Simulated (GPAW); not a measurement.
# PbS (Galena) (Fm-3m) in GPAW: single point with PBE

Aim: the single point of PbS (Galena) with PBE.

Program: GPAW 26.7.0. These are calculated values, not measurements. Logs are shortened: lines on timing, memory, paths and dates and some standing lists are left out, and cuts for length are marked. The log counts tension as positive stress, the text compression.

## Step 1: Starting point

Symmetry: Fm-3m, No. 225, cubic system. The conventional cell has a = 5.931 Å, b = 5.931 Å, c = 5.931 Å, α = 90.00°, β = 90.00°, γ = 90.00°. Around Pb (site symmetry m-3m) lie 6 S at 2.97 Å. Around S (site symmetry m-3m) lie 6 Pb at 2.97 Å.

## Step 2: Single point, PBE

The input, run.py:

```python
from ase.dft.bandgap import bandgap
from ase.io import write
from ase.spacegroup import crystal
from ase.units import GPa
from gpaw import GPAW, PW

# Pb 4a
# S 4b
atoms = crystal(['Pb', 'S'],
                basis=[[0.0, 0.0, 0.0],
                       [0.5, 0.0, 0.0]],
                spacegroup=225, setting=1,  # Fm-3m
                cellpar=[5.9315, 5.9315, 5.9315, 90.0, 90.0, 90.0],
                primitive_cell=True)

calc = GPAW(mode=PW(450),
            xc='PBE',
            kpts={'size': (6, 6, 6), 'gamma': True},
            occupations={'name': 'fermi-dirac', 'width': 0.05},
            nbands=19,
            convergence={'density': 1e-05, 'energy': 1e-05},
            maxiter=80,
            txt='gpaw.txt')
atoms.calc = calc
energy = atoms.get_potential_energy()
forces = atoms.get_forces()
stress = atoms.get_stress()
calc.write('gs.gpw')
write('result.traj', atoms)
print(f'Energy: {energy:.6f} eV')
print('Forces (eV/A):')
print(forces.round(4))
print('Stress (GPa):', (stress / GPa).round(3))
print('Fermi level:', round(calc.get_fermi_level(), 4), 'eV')
print(f'Gap: {bandgap(calc)[0]:.4f} eV, direct: {bandgap(calc, direct=True)[0]:.4f} eV')
```

Potentials or basis: GPAW PAW data sets (gpaw-data 1.2.1), pw.

On the command line:

```
$ OMP_NUM_THREADS=1 python run.py
```

gpaw.txt:

```text
__  _  _
 | _ |_)|_||  |
 |__||  | ||/\| - 26.7.0

Input parameters:
  mode=PW(ecut=450.00000000000006),
  convergence={'density': 1e-05, 'energy': 1e-05},
  kpts=MonkhorstPack(size=(6, 6, 6), gamma=True),
  maxiter=80,
  nbands=19,
  occupations=Occupations(name='fermi-dirac', width=0.05),
  xc=XC(name='PBE')

Diagonalizing LCAO Hamiltonian
Converting LCAO to pw mode

                S

       Pb

Atoms  # Å, Bohr magnetons
|   | symbol |        x |        y |        z |    initial magnetic moments |
|---|--------|----------|----------|----------|-----------------------------|
| 0 |     Pb | 0.000000 | 0.000000 | 0.000000 | ( 0.0000,  0.0000,  0.0000) |
| 1 |      S | 2.965750 | 2.965750 | 2.965750 | ( 0.0000,  0.0000,  0.0000) |

Unit cell  # Å
| periodic |        x |        y |        z |  lengths |    angles |
|----------|----------|----------|----------|----------|-----------|
|      yes | 0.000000 | 2.965750 | 2.965750 | 4.194204 | 60.000000 |
|      yes | 2.965750 | 0.000000 | 2.965750 | 4.194204 | 60.000000 |
|      yes | 2.965750 | 2.965750 | 0.000000 | 4.194204 | 60.000000 |

Number of symmetries: 48
Symmetry operations  # r_c * U_cc + t_c -> r_c
|    | kind |            matrix            |
|----|------|------------------------------|
|  0 |  σ   |  1, 0, 0,  1, 0,-1,  1,-1, 0 |
|  1 |  C2  |  1, 0, 0,  1,-1, 0,  1, 0,-1 |
|  2 |  E   |  1, 0, 0,  0, 1, 0,  0, 0, 1 |
|  3 |  σ   |  1, 0, 0,  0, 0, 1,  0, 1, 0 |
|  4 |  C4  |  1, 0,-1,  1, 0, 0,  1,-1, 0 |
|  5 |  S6  |  1, 0,-1,  1,-1, 0,  1, 0, 0 |
|  6 |  σ   |  1, 0,-1,  0, 1,-1,  0, 0,-1 |
|  7 |  C3  |  1, 0,-1,  0, 0,-1,  0, 1,-1 |
|  8 |  S6  |  1,-1, 0,  1, 0, 0,  1, 0,-1 |
|  9 |  C4  |  1,-1, 0,  1, 0,-1,  1, 0, 0 |
| 10 |  C3  |  1,-1, 0,  0,-1, 1,  0,-1, 0 |
| 11 |  σ   |  1,-1, 0,  0,-1, 0,  0,-1, 1 |
| 12 |  σ   |  0, 1, 0,  1, 0, 0,  0, 0, 1 |
| 13 |  C4  |  0, 1, 0,  0, 1,-1, -1, 1, 0 |
| 14 |  C3  |  0, 1, 0,  0, 0, 1,  1, 0, 0 |
| 15 |  S6  |  0, 1, 0, -1, 1, 0,  0, 1,-1 |
| 16 |  C2  |  0, 1,-1,  1, 0,-1,  0, 0,-1 |
| 17 |  σ   |  0, 1,-1,  0, 1, 0, -1, 1, 0 |
| 18 |  S4  |  0, 1,-1,  0, 0,-1,  1, 0,-1 |
| 19 |  C4  |  0, 1,-1, -1, 1, 0,  0, 1, 0 |
| 20 |  C3  |  0, 0, 1,  1, 0, 0,  0, 1, 0 |
| 21 |  σ   |  0, 0, 1,  0, 1, 0,  1, 0, 0 |
| 22 |  S6  |  0, 0, 1,  0,-1, 1, -1, 0, 1 |
| 23 |  C4  |  0, 0, 1, -1, 0, 1,  0,-1, 1 |
| 24 |  S4  |  0, 0,-1,  1, 0,-1,  0, 1,-1 |
| 25 |  C3  |  0, 0,-1,  0, 1,-1,  1, 0,-1 |
| 26 |  C2  |  0, 0,-1,  0,-1, 0, -1, 0, 0 |
| 27 |  S6  |  0, 0,-1, -1, 0, 0,  0,-1, 0 |
| 28 |  S4  |  0,-1, 1,  1,-1, 0,  0,-1, 0 |
| 29 |  C4  |  0,-1, 1,  0, 0, 1, -1, 0, 1 |
| 30 |  C2  |  0,-1, 1,  0,-1, 0,  1,-1, 0 |
| 31 |  σ   |  0,-1, 1, -1, 0, 1,  0, 0, 1 |
| 32 |  C3  |  0,-1, 0,  1,-1, 0,  0,-1, 1 |
| 33 |  S6  |  0,-1, 0,  0, 0,-1, -1, 0, 0 |
| 34 |  S4  |  0,-1, 0,  0,-1, 1,  1,-1, 0 |
| 35 |  C2  |  0,-1, 0, -1, 0, 0,  0, 0,-1 |
| 36 |  C2  | -1, 1, 0,  0, 1, 0,  0, 1,-1 |
| 37 |  S6  | -1, 1, 0,  0, 1,-1,  0, 1, 0 |
| 38 |  S4  | -1, 1, 0, -1, 0, 1, -1, 0, 0 |
| 39 |  C3  | -1, 1, 0, -1, 0, 0, -1, 0, 1 |
| 40 |  S6  | -1, 0, 1,  0, 0, 1,  0,-1, 1 |
| 41 |  C2  | -1, 0, 1,  0,-1, 1,  0, 0, 1 |
| 42 |  C3  | -1, 0, 1, -1, 1, 0, -1, 0, 0 |
| 43 |  S4  | -1, 0, 1, -1, 0, 0, -1, 1, 0 |
| 44 |  C2  | -1, 0, 0,  0, 0,-1,  0,-1, 0 |
| 45 |  i   | -1, 0, 0,  0,-1, 0,  0, 0,-1 |
| 46 |  σ   | -1, 0, 0, -1, 1, 0, -1, 0, 1 |
| 47 |  C2  | -1, 0, 0, -1, 0, 1, -1, 1, 0 |

BZ-sampling:
  Number of BZ points: 216
  Number of IBZ points: 16

  Monkhorst-Pack size: [6, 6, 6]
  Monkhorst-Pack shift: [0.08333333333333333, 0.08333333333333333, 0.08333333333333333]

K-points  # in reciprocal-cell coordinates
|     |                                coordinates |     weight |
|-----|--------------------------------------------|------------|
|   0 | (  0.00000000,   0.00000000,   0.00000000) | 0.00462963 |
|   1 | (  0.16666667,   0.16666667,   0.00000000) | 0.02777778 |
|   2 | (  0.16666667,   0.16666667,   0.16666667) | 0.03703704 |
|   3 | (  0.33333333,   0.16666667,   0.16666667) | 0.05555556 |
|   4 | (  0.33333333,   0.33333333,  -0.33333333) | 0.05555556 |
|   5 | (  0.33333333,   0.33333333,   0.00000000) | 0.02777778 |
|   6 | (  0.33333333,   0.33333333,   0.16666667) | 0.11111111 |
|   7 | (  0.33333333,   0.33333333,   0.33333333) | 0.03703704 |
|   8 | (  0.50000000,   0.33333333,  -0.33333333) | 0.11111111 |
|   9 | (  0.50000000,   0.33333333,  -0.16666667) | 0.05555556 |
| ... |                                            |            |
|  15 | (  0.50000000,   0.50000000,   0.50000000) | 0.01851852 |

Plane wave coefficients: 1158
Cutoff: 450.00000000000006 eV

Spin-components: 1 (collinear spins)
Bands:           19
Projectors:      11
Spin-degeneracy: 2
Datatype:        complex128

Density:
  Valence electrons: 20.0
  Components: 1
  Grid points: [21 21 21]
  Charge: 0.0  # |e|

Potential:
  Grid points: [21 21 21]

species:
  Pb:
    name:    Lead
    Z:       82.0
    valence: 14
    core:    68
    charge:  0.0  # [|e|]
    compensation charges:
      type: gauss
      rc: 0.38  # [Å]
      lmax: 2
    cutoffs:
      filter: 2.36  # [Å]
      core: 2.43  # [Å]
    projectors
    | kind |    occ | energy [eV] | rcut [Å] |
    |------|--------|-------------|----------|
    |   6s |  2.000 |     -11.969 |    1.259 |
    |   6p |  2.000 |      -3.506 |    1.275 |
    |   5d | 10.000 |     -21.211 |    1.217 |
    |    s |        |      15.243 |    1.259 |
    |    p |        |      23.705 |    1.275 |
    |    d |        |       6.001 |    1.217 |

    Using partial waves for Pb as LCAO basis

  S:
    name:    Sulfur
    Z:       16.0
    valence: 6
    core:    10
    charge:  0.0  # [|e|]
    compensation charges:
      type: gauss
      rc: 0.24  # [Å]
      lmax: 2
    cutoffs:
      filter: 1.77  # [Å]
      core: 1.66  # [Å]
    projectors
    | kind |    occ | energy [eV] | rcut [Å] |
    |------|--------|-------------|----------|
    |   3s |  2.000 |     -17.254 |    0.974 |
    |   3p |  4.000 |      -7.008 |    0.979 |
    |    s |        |       9.957 |    0.974 |
    |    p |        |      20.203 |    0.979 |
    |    d |        |       0.000 |    0.900 |

    Using partial waves for S as LCAO basis

Reference energy: -578132.083262  # eV

eigensolver:
  PPCG
  Converge bands: occupied
  niter=2

density mixing:
  MSR1-Mixer
  Pratt-step length: 0.05
  Maximum mixing coefficient: 0.75
  Old densities: 10
  SVD Regularization: 0.005
  Good broyden scale: 1.0
  Trust region scale: 1.0
  Backstep threshold: 4.0
  History deletion threshold: 6.0
  Fourier metric: weight=20.0, sigma=0.015

occupation numbers:
  Fermi-Dirac:
    width: 0.0500  # eV

poisson solver:
  ecut: 3600.0000000000005  # eV

xc functional:
  name: PBE with 2 nearest neighbor stencil

convergence criteria:
- Maximum integral of absolute [dens]ity change: 1e-05 electrons / valence electron
- Maximum [total energy] change in last 3 cyles: 1e-05 eV / valence electron
- Maximum integral of absolute [eigenst]ate change: 4e-08 eV^2 / valence electron
maximum number of iterations: 80

SCF iterations
|iter     | |      energy | eigst |  dens |
|---------|-|-------------|-------|-------|
|iter:   1| |   -9.377999 | -0.20 |       |
|iter:   2| |   -9.269492 | -2.03 | -1.16 |
|iter:   3| |   -8.943024 | -1.64 | -1.21 |
|iter:   4| |   -8.945059 | -3.81 | -1.82 |
|iter:   5| |   -8.946117 | -4.29 | -2.16 |
|iter:   6| |   -8.946156 | -5.65 | -3.16 |
|iter:   7| |   -8.946163c| -6.69 | -3.63 |
|iter:   8| |   -8.946163c| -7.68c| -4.46 |
|iter:   9| |   -8.946163c| -7.70c| -5.19c|

Converged in 9 steps
Energy contributions relative to reference atoms: (reference = -578132.083262)

Energy contributions:
  Kinetic:          18.836478
  Coulomb:         -19.166162
  Zero:              0.032596
  External:          0.000000
  Xc:               -8.648751
  Entropy:          -0.000648
  Spinorbit:         0.000000
  ----------------------------
  Free energy:      -8.946487
  Extrapolated:     -8.946163

dipole moment: (-25.075979, -25.075979, -25.075979)  # |e|*Ang

Fermi level: 6.425
Eigenvalues  # (at kpt = [0.000, 0.000, 0.000])
| band index |      eig [eV] | occ [0-2] |
|------------|---------------|-----------|
|          0 |       -10.578 |     2.000 |
|        ... |               |           |
|          2 |       -10.578 |     2.000 |
|          3 |       -10.569 |     2.000 |
|          4 |       -10.569 |     2.000 |
|          5 |        -7.359 |     2.000 |
|          6 |         0.258 |     2.000 |
|          7 |         4.048 |     2.000 |
[... 9 lines left out ...]
|         17 |        15.284 |     0.000 |
|         18 |        15.284 |     0.000 |

Gap: 0.312 eV
Transition (v -> c):
  (s=0, k=15, n=9, [0.50, 0.50, 0.50]) -> (s=0, k=15, n=10, [0.50, 0.50, 0.50])
No difference between direct/indirect transitions

Forces  # eV/Ang
|       x |        y |        z |
|---------|----------|----------|
| 0.00000 | -0.00000 | -0.00000 |  # Pb   0
| 0.00000 | -0.00000 | -0.00000 |  # S    1

Stress tensor  # eV/Ang^3
|         x |         y |         z |
|-----------|-----------|-----------|
| -0.008458 |  0.000000 |  0.000000 |
|  0.000000 | -0.008458 |  0.000000 |
|  0.000000 |  0.000000 | -0.008458 |

# Writing to gs.gpw (mode='')
```

It took 9.1 s on 1 thread of Arm Neoverse V1, shared host; peak memory 0.14 GiB.

Results:

```yaml
Free_energy: -8.9465 eV
Pressure: 1.4 GPa
Band_gap_on_the_k_mesh: 0.31 eV, direct
```

Levels at points of the mesh, in eV from the valence-band top:
```
           k point  band 8  band 9  band 10  band 11  band 12  band 13
(0.00, 0.00, 0.00)   -2.22   -2.22    -2.22     5.15     5.15     5.15
(0.50, 0.50, 0.00)   -5.24   -3.49    -3.49     3.82     5.52     5.62
(0.50, 0.50, 0.50)   -1.82   -1.82     0.00     0.31     1.90     1.90
```

Caveat: the cutoff is short for stress and forces, so pressures can be off by a GPa or more; spin-orbit coupling is left out, which as a rule narrows the gap of such compounds by several tenths of an eV.

## Step 3: The reference run

An earlier run on the cell as given: functional PBE; potentials or basis GPAW PAW data sets (gpaw-data 1.2.1); cutoff 600 eV; basis pw; k mesh 8 × 8 × 8; occupations fermi-dirac, width 0.05 eV; no spin polarisation.

- Pressure: 2.0 GPa
- Band gap on the k mesh: 0.31 eV, direct
